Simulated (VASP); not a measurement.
## GeN3: single point with PBEsol

The system is GeN3.

```
Ge N
1.0
     0.00000    2.82283    2.82283
     2.82283    0.00000    2.82283
     2.82283    2.82283    0.00000
Ge N
1 3
Cartesian
  0.0000 0.0000 0.0000
  1.4114 1.4114 1.4114
  4.2342 4.2342 4.2342
  2.8228 2.8228 2.8228
```

The cell comes from a database or a generator and needn't be the stable form of this composition.

The cell isn't the ideal one: Bi replaced by N, lengths x 0.754, strained and moved within the space group.

| Item | Value |
| --- | --- |
| Program | VASP 6.6.1 |
| Task | single point |
| Functional | PBEsol |
| Potentials or basis | VASP PAW PBE potentials, release 64 (Ge_d, N) |
| Cutoff | 520 eV |
| k mesh | 6 × 6 × 6 |
| Occupations | gaussian, width 0.1 eV |
| Spin | no spin polarisation |
| Dipole correction | no |
| Further INCAR settings | ALGO = Normal; EDIFF = 1e-06; NBANDS = 22 |

The pressure is -28.4 GPa. The band gap on the k mesh is none (metal or under the smearing width).

Levels at points of the mesh, in eV from the Fermi level:
| k point | band 11 | band 12 | band 13 | band 14 | band 15 | band 16 | band 17 | band 18 | band 19 | band 20 |
| --- | --- | --- | --- | --- | --- | --- | --- | --- | --- | --- |
| (0.00, 0.00, 0.00) | -2.51 | -2.51 | -2.25 | -2.25 | -2.25 | -0.73 | -0.73 | -0.73 | 6.20 | 6.20 |
| (0.50, 0.00, 0.00) | -3.43 | -2.75 | -2.75 | -1.41 | -0.12 | 1.01 | 1.01 | 1.98 | 5.75 | 5.75 |
| (0.50, 0.50, 0.00) | -5.58 | -0.94 | 0.13 | 0.13 | 0.56 | 1.00 | 1.00 | 1.14 | 5.81 | 7.35 |

It took 16 s on 1 thread of Intel(R) Xeon(R) Platinum 8488C (Sapphire Rapids), on a shared host, peak memory 0.16 GiB.

Caveat: so large a pressure means that the cell lies far from this level's equilibrium, or that cutoff or potentials fall short; the potentials were made for another functional, which shifts forces and pressure.
